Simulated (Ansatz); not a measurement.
The system is Sb.

```
Sb
1.0
     0.00000    2.37124    2.37124
     2.37124    0.00000    2.37124
     2.37124    2.37124    0.00000
Sb
1
Direct
  0.00000 0.00000 0.00000
```

This isn't the form of Sb at room conditions, which is rhombohedral.

| Property | Result |
| --- | --- |
| Program | Ansatz 0.2.0 |
| Task | single point |
| Functional | PBE |
| Potentials or basis | all-electron LAPW, scalar-relativistic |
| Cutoff | 156 eV (chosen from the basis error) |
| Basis error allowed | 0.001 eV/atom |
| k mesh | 10 × 10 × 10 |
| Occupations | fermi-dirac, width 0.05 eV |
| Spin | no spin polarisation |

On this cell: pressure 1.9 GPa; band gap on the k mesh none (metal or under the smearing width).

The same run follows on a disturbed copy (cell strained at random at fixed volume):

```
Sb
1.0
    -0.01676    2.38071    2.40165
     2.36975    0.04435    2.34054
     2.40963    2.35947    0.00447
Sb
1
Cartesian
  0.0053 -0.0427 0.0125
```

Task: What changes?

Result: The energy (extrapolated to zero smearing) moves by -2.0 meV/atom; pressure 1.8 GPa; band gap on the k mesh none (metal or under the smearing width).

Stress tensor (GPa, compression positive):
```
1.87 0.41 0.22
0.41 1.92 0.07
0.22 0.07 1.50
```

The energy falls, though the first cell shows no forces: that form is unstable against this distortion, unless noise or another electronic state is at work.
